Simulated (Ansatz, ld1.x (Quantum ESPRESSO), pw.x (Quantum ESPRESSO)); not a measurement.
As (diamond): variants of one TM potential in the solid

As (Z = 33), norm-conserving Troullier–Martins (Kleinman–Bylander form), made with ld1.x (Quantum ESPRESSO) 7.5 (PBE, scalar-relativistic). Core [Ar] 3d10, reference 4s2 4p2 (charge +1). Waves: 4s (bound): rc 1.25 bohr; 4p (bound): rc 1.75 bohr; 4d channel at 0.35 Ry: rc 1.90 bohr. Local part: all-electron potential smoothed inside 1.50 bohr (lloc = -2). Core correction: none.

Crystal test: diamond As in pw.x 7.5, no spin, 8³ k-points, Fermi–Dirac smearing 0.01 Ry, cutoffs set for each file from its atomic test. The reference is all-electron LAPW (Ansatz 0.2.0) with the same functional, mesh and smearing; V0 and B0 come from Birch–Murnaghan fits to the pressures at five volumes. Errors are pseudo minus all-electron; Δ is the rms difference of the E(V) curves that follow from these fits, minima aligned, over ±6 % about the mean V0. Mesh and smearing are coarse, so the numbers serve the comparison and aren't converged zero-temperature values; the lattice is a test structure that the element need not adopt.

All-electron: a0 = 6.120 Å (V0 = 28.65 Å³/atom), B0 = 46.1 GPa.

Base: This is a poor potential for the solid.

1 further variants are left out: they gave no file fit for a test, a broken result, the same result as the base, or pressures whose basis-set error rivals the error shown.

| change | cutoffs (Ry) | pw.x | a0 (Å) | a0 error (%) | B0 error (%) | Δ (meV/atom) | mean pressure error (GPa) |
| --- | --- | --- | --- | --- | --- | --- | --- |
| base | 170/680 | converged | 6.088 | -0.53 | +1.7 | 4.6 | -0.73 |
| local potential all-electron potential smoothed inside 1.58 bohr (lloc = -2) | 170/680 | converged | 6.090 | -0.49 | +1.6 | 4.3 | -0.68 |

Problem. Give the row for: wave 4p (bound): rc 1.75 bohr becomes 4p (bound): rc 2.58 bohr.

Solution. pw.x: converged; mean pressure error (GPa): -0.75; a0 (Å): 6.087; a0 error (%): -0.55; B0 error (%): +2.0; Δ (meV/atom): 4.7.
